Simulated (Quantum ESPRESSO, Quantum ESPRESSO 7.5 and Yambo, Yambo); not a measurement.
# How the form of the self-energy moves the gap of SiC (P6_3mc)

How much does the gap of SiC (P6_3mc) depend on the approximation to the self-energy?

Main program and level: Quantum ESPRESSO 7.5 and Yambo 5.3.0; PBE and many-body steps on it, plane waves.

**What was measured.**

- Gap 3.33 eV: band gap at cryogenic temperature; bulk crystal (literature value) (quoted in “Silicon carbide diodes for neutron detection”, 2020, arxiv:2009.14696).

Most raw output is cut from this account.

### Step 1. Starting point

Symmetry: P6_3mc, No. 186, hexagonal system. Conventional cell: a = 3.074 Å, b = 3.074 Å, c = 5.045 Å, α = 90.00°, β = 90.00°, γ = 120.00°. Nearest to Si lie 4 C at 1.88 to 1.90 Å. Nearest to C lie 4 Si at 1.88 to 1.90 Å. Farther neighbours are not listed.

The cell and positions are those that the Materials Project relaxed with its own functionals (PBE, PBE+U or r2SCAN), kept fixed.

### Step 2. Empty states on the mesh, 3×3×4 mesh, 495 bands

This step: Quantum ESPRESSO 7.5; DFT, PBE, plane waves, norm-conserving pseudopotentials.

The sums over transitions need many empty states on a uniform mesh; this step solves for them.

Input file pw.in:

```
&control
  calculation = 'nscf'
  prefix = 'x'
  outdir = 'o'
  pseudo_dir = 'pseudo'
/
&system
  ibrav = 0
  nat = 4
  ntyp = 2
  ecutwfc = 74.0
  nbnd = 495
  force_symmorphic = .true.
/
&electrons
  conv_thr = 1e-9
  electron_maxstep = 80
  diago_full_acc = .true.
  diago_thr_init = 5e-6
/
ATOMIC_SPECIES
  Si 28.085 Si.upf
  C 12.011 C.upf
CELL_PARAMETERS angstrom
  3.0735139282 0.0000000000 0.0000000000
  -1.5367569641 2.6617411407 0.0000000000
  0.0000000000 0.0000000000 5.0452477100
ATOMIC_POSITIONS crystal
  Si 0.3333333333 0.6666666667 0.4996024000
  Si 0.6666666667 0.3333333333 0.9996024000
  C 0.3333333333 0.6666666667 0.8753976000
  C 0.6666666667 0.3333333333 0.3753976000
K_POINTS automatic
  3 3 4 0 0 0
```

Launch:

```bash
$ OMP_NUM_THREADS=1 mpirun -n 4 pw.x -nk 4 -in pw.in > pw.out
```

Wall time 82 s (4 MPI ranks of Arm Neoverse V1, shared host); peak memory 0.82 GiB; 5.5 min of CPU time.

This step gave:

```
gap                                                           : 2.275 eV
k of the valence top                                          : 0, 0, 0
k of the conduction bottom                                    : 0.3333, 0.3333, 0
least direct gap                                              : 4.293 eV
k points computed                                             : 10
lowest point of the top converged band, above the valence top : 278.6746 eV
```

On this mesh the gap is 2.275 eV.

The density comes from a self-consistent run that is not shown.

### Step 3. Conversion and set-up

This step: Yambo 5.3.0; conversion and set-up on PBE, plane waves, norm-conserving pseudopotentials.

The states are converted to the many-body program's format and the q mesh is built.

Launch:

```bash
$ (cd o/x.save; p2y > p2y.log; mv SAVE ../..); yambo > setup.log
```

Run time: 2.2 s. Hardware: 1 MPI rank; peak memory 0.23 GiB.

### Step 4. G0W0, Godby-Needs plasmon pole

G0W0 replaces the xc potential by the self-energy, built once from these orbitals. Only a window of levels is corrected, while the sums run over the empty bands that the input names.

This step: G0W0 on PBE, plane waves, norm-conserving pseudopotentials.

Input file gw2.in:

```
HF_and_locXC
gw0
dyson
ppa
em1d
rim_cut
RandQpts= 1000000
RandGvec= 1 RL
EXXRLvcs= 74 Ry
VXCRLvcs= 296 Ry
Chimod= "HARTREE"
% BndsRnXp
 1 | 206 |
%
NGsBlkXp= 17 Ry
% LongDrXp
 1 | 1 | 1 |
%
% GbndRnge
 1 | 206 |
%
DysSolver= "n"
ExtendOut
PPAPntXp= 27.21138 eV
% QPkrange
 1 | 1 | 7 | 10 |
 7 | 7 | 7 | 10 |
 4 | 4 | 7 | 10 |
%
```

Launch:

```bash
$ OMP_NUM_THREADS=1 mpirun -n 4 yambo -F gw2.in -J gw2 -C gw2 > gw2.log
```

Run time: 2.5 min. Hardware: 4 MPI ranks; peak memory 1.7 GiB; 9.8 min of CPU time.

This step gave:

| Item | Value |
| --- | --- |
| G0W0 gap on the points computed | 3.007 eV |
| starting gap on the mesh | 2.275 eV |
| k of the valence top | 0, 0, 0 |
| k of the conduction bottom | 0.3333, 0.3333, 0 |
| least direct G0W0 gap on the computed points | 5.244 eV |
| Z at the valence top | 0.7952 |
| Z at the conduction bottom | 0.8275 |

The gap on the mesh goes from 2.28 eV to 3.01 eV, a correction of +0.73 eV.

### Step 5. One-shot COHSEX

This step: one-shot COHSEX on PBE, plane waves, norm-conserving pseudopotentials.

Input file gw4.in:

```
HF_and_locXC
gw0
dyson
cohsex
em1s
rim_cut
RandQpts= 1000000
RandGvec= 1 RL
EXXRLvcs= 74 Ry
VXCRLvcs= 296 Ry
Chimod= "HARTREE"
% BndsRnXs
 1 | 206 |
%
NGsBlkXs= 17 Ry
% LongDrXs
 1 | 1 | 1 |
%
% GbndRnge
 1 | 206 |
%
DysSolver= "n"
ExtendOut
% QPkrange
 1 | 1 | 7 | 10 |
 7 | 7 | 7 | 10 |
 4 | 4 | 7 | 10 |
%
```

Launch:

```bash
$ OMP_NUM_THREADS=1 mpirun -n 4 yambo -F gw4.in -J gw4 -C gw4 > gw4.log
```

Wall time 49 s (4 MPI ranks); peak memory 1.6 GiB.

This step gave:

| Quantity | Value |
| --- | --- |
| quasiparticle gap on the points computed | 4.275 eV |
| starting gap on the mesh | 2.275 eV |
| k of the valence top | 0, 0, 0 |
| k of the conduction bottom | 0.3333, 0.3333, 0 |
| least direct quasiparticle gap on the computed points | 6.498 eV |
| Z at the valence top | 1 |
| Z at the conduction bottom | 1 |

Against G0W0 in Yambo (3×3×4 mesh, 206 bands, screening to 231.3 eV, Godby-Needs plasmon pole), the gap moves by +1.267 eV.

### Step 6. One-shot Hartree-Fock

This step: one-shot Hartree-Fock on PBE, plane waves, norm-conserving pseudopotentials.

Input file gw5.in:

```
HF_and_locXC
rim_cut
RandQpts= 1000000
RandGvec= 1 RL
EXXRLvcs= 74 Ry
VXCRLvcs= 296 Ry
% QPkrange
 1 | 1 | 7 | 10 |
 7 | 7 | 7 | 10 |
 4 | 4 | 7 | 10 |
%
```

Launch:

```bash
$ OMP_NUM_THREADS=1 mpirun -n 4 yambo -F gw5.in -J gw5 -C gw5 > gw5.log
```

The job ended after 3 s (4 MPI ranks; peak memory 1.2 GiB).

This step gave:

```yaml
quasiparticle_gap_on_the_mesh: 9.463 eV
starting_gap_on_the_mesh: 2.275 eV
k_of_the_valence_top: 0, 0, 0
k_of_the_conduction_bottom: 0.3333, 0.3333, 0
least_direct_quasiparticle_gap_on_the_computed_points: 12.35 eV
```

Against G0W0 in Yambo (3×3×4 mesh, 206 bands, screening to 231.3 eV, Godby-Needs plasmon pole), the gap moves by +6.455 eV.

### Step 7. Side by side

Times are wall times on 4 MPI ranks of Arm Neoverse V1, shared host, good to a factor of about two.

```
                           run   mesh  bands  screening cutoff (eV)  DFT gap (eV)  gap on the mesh (eV)  direct (eV)     time
G0W0, Godby-Needs plasmon pole  3×3×4    206                  231.3         2.275                 3.007        5.244  2.5 min
               one-shot COHSEX  3×3×4    206                  231.3         2.275                 4.275        6.498     49 s
         one-shot Hartree-Fock  3×3×4      -                      -         2.275                 9.463       12.348      3 s
```

### Step 8. What came out

| Item | Value |
| --- | --- |
| G0W0, Godby-Needs plasmon pole | 3.007 eV |
| one-shot COHSEX | 4.275 eV |
| one-shot Hartree-Fock | 9.463 eV |
| known limits | not at the basis limit; coarse k mesh |

**Reading.** One-shot COHSEX: +1.267 eV against G0W0, Godby-Needs plasmon pole. One-shot Hartree-Fock: +6.455 eV against G0W0, Godby-Needs plasmon pole. Bare exchange alone opens the gap to 9.46 eV; against G0W0, correlation takes back 6.46 eV. Static COHSEX lies above G0W0: it lacks the factor Z and overstates the Coulomb hole of the filled states. Against experiment, by G0W0, Godby-Needs plasmon pole: the gap of 3.01 eV lies −0.32 eV from the measured 3.33 eV (kind not stated, quoted 2020). These are gaps on the mesh, at modest bands and cutoff. The calculation has static nuclei and no excitons; a measured gap holds zero-point and thermal motion, which mostly lowers it. Bands and cutoff are finite, so the gap is not at the basis limit. The miss can reach some tenths of an eV and take either sign; the mesh is an error of its own. The 3×3×4 mesh is coarse for this cell, which bears on the long-range parts of exchange and screening.

[Paths, hosts, dates, memory and timing lines, banners, echoed tables and standing remarks are left out of the program output.]

[Logs are printed without paths, hosts, clocks, repeated set-up lines and the standing remarks that a program may print on its own settings, such as how far it seeks lower states.]

[Runs of the session that timed out or met a known fault of the program may be left out.]

[Hosts, paths, dates, database ids (printed as entryN), source tags and the programs' standing remarks are cut or masked in the printed files.]
